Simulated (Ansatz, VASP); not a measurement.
# Two plane-wave programs on SiC3

The input POSCAR:

```
SiC3
1.0
    1.4668142123      0.8468655803      4.6700734293
   -1.4668142123      0.8468655803      4.6700734293
    0.0000000000     -1.6937311606      4.6700734293
C Si
3 1
Direct
    1.0076774854      0.0076774854      0.0076774854
    0.4900109893      0.4900109893      0.4900109893
    0.3796486451      0.3796486451      0.3796486451
    0.8726628800      0.8726628800      0.8726628800
```

Contents of INCAR.step1:

```
SYSTEM = SiC3
  PREC = Accurate
  ENCUT = 520
  ISMEAR = 0
  SIGMA = 0.01
  LREAL = .FALSE.
  LASPH = .TRUE.
  NELM = 100
  NBANDS = 16
  GGA = PE
  ALGO = Normal
  EDIFF = 1E-4
  LWAVE = .TRUE.
  LCHARG = .FALSE.
```

INCAR.step2

```
SYSTEM = SiC3
  PREC = Accurate
  ENCUT = 520
  EDIFF = 1E-7
  ISMEAR = 0
  SIGMA = 0.01
  LREAL = .FALSE.
  LASPH = .TRUE.
  NELM = 100
  ALGO = Normal
  ISIF = 2
  LWAVE = .FALSE.
  LCHARG = .TRUE.
  METAGGA = R2SCAN
  LMIXTAU = .TRUE.
  LELF = .TRUE.
  LVHAR = .TRUE.
  NBANDS = 16
  ISTART = 1
```

File KPOINTS:

```
Automatic mesh
0
G
  10 10 10
  0 0 0
```

Input for Ansatz:

```yaml
crystal:
  lattice:
    - [1.4668142123, 0.8468655803, 4.6700734293]
    - [-1.4668142123, 0.8468655803, 4.6700734293]
    - [0.0, -1.6937311606, 4.6700734293]
  atoms:
    - { symbol: C, position: [1.0076774854, 0.0076774854, 0.0076774854] }
    - { symbol: C, position: [0.4900109893, 0.4900109893, 0.4900109893] }
    - { symbol: C, position: [0.3796486451, 0.3796486451, 0.3796486451] }
    - { symbol: Si, position: [0.87266288, 0.87266288, 0.87266288] }
kpoints:
  mp_grid: { grid: [10, 10, 10] }
  band_path:
    path:
      - [0.0, 0.0, 0.0]
      - [-0.5, -0.5, -0.5]
      - [-0.5, -0.1870802521, -0.8129197479]
      - [-0.1870802521, 0.1870802521, -0.5]
      - [0.0, 0.0, -0.5]
      - [0.0, 0.343540126, -0.343540126]
      - [-0.343540126, 0.0, -0.656459874]
      - [-0.5, 0.0, -0.5]
      - [0.1, -0.5, -0.5]
    npoints: 1
hamiltonian:
  xc: r2scan
scf:
  occupations: { method: fixed }
  n_extra_bands: 5
output:
  forces: true
  stress: true
  eigenvalues: true
```

Change from the starting cell: biaxial_xy strain +3.6%.

Alike in both runs: task single point; functional r2SCAN; k mesh 10 × 10 × 10; no spin polarisation.

|  | VASP | Ansatz |
| --- | --- | --- |
| version | VASP 6.6.1 | Ansatz 0.2.0 |
| potentials or method | VASP PAW PBE potentials, release 64 (C, Si) | plane waves, PAW |
| plane-wave cutoff (eV) | 520 | 500 |
| occupations | gaussian, width 0.01 eV | fixed |
| valence electrons in the cell | 16 | 16 |

|  | VASP | Ansatz | Ansatz less VASP |
| --- | --- | --- | --- |
| gap on the k mesh at the Fermi level (eV) | 2.08 | 2.07 | -0.004 |
| pressure (GPa) | -15.9 | -15.9 | -0.04 |
| largest component of the traceless stress (GPa) | 11.34 | 11.36 | +0.014 |
| rms of the force components (eV/Å) | 0.024 | 0.000 | -0.0233 |

Atom by atom the forces differ by 0.024 eV/Å (rms over components).

Caveats: so large a pressure means that the cell lies far from this level's equilibrium, or that cutoff or potentials fall short (VASP); the potentials were made for another functional, which shifts forces and pressure (VASP). A k mesh can miss the band edges.
